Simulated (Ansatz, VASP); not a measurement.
## Two plane-wave programs on MgH

```
Mg H
1.0
     2.98687    0.00000    0.00000
     0.00000    2.98687    0.00000
     0.00000    0.00000    5.41024
Mg H
2 2
Direct
  0.00000 0.50000 0.75728
  0.50000 0.00000 0.24272
  0.00000 0.50000 0.37620
  0.50000 0.00000 0.62380
```

Change from the starting cell: species swapped into the HfAu type (P4/nmm, No. 129).

Alike in both runs: functional PBE; k mesh 16 × 16 × 10; occupations gaussian, width 0.1 eV; no spin polarisation.

Ansatz relaxed the structure, and its values are those at the end. VASP's run is a single point on that final structure, the one shown.

|  | VASP | Ansatz |
| --- | --- | --- |
| version | VASP 6.6.1 | Ansatz 0.2.0 |
| potentials or method | VASP PAW PBE potentials, release 64 (Mg, H) | scalar-relativistic, plane waves, PAW |
| plane-wave cutoff (eV) | 520 | 420 |
| valence electrons in the cell | 6 | 22 |

VASP gave:

- gap on the k mesh at the Fermi level (eV): none
- pressure (GPa): -0.2

**Question.** Estimate Ansatz's values.

**Answer.** gap on the k mesh at the Fermi level (eV): none; pressure (GPa): 0.0.

A gap of «none» marks a metal or a gap that the smearing closes. The two sets of potentials don't hold the same shells in valence.
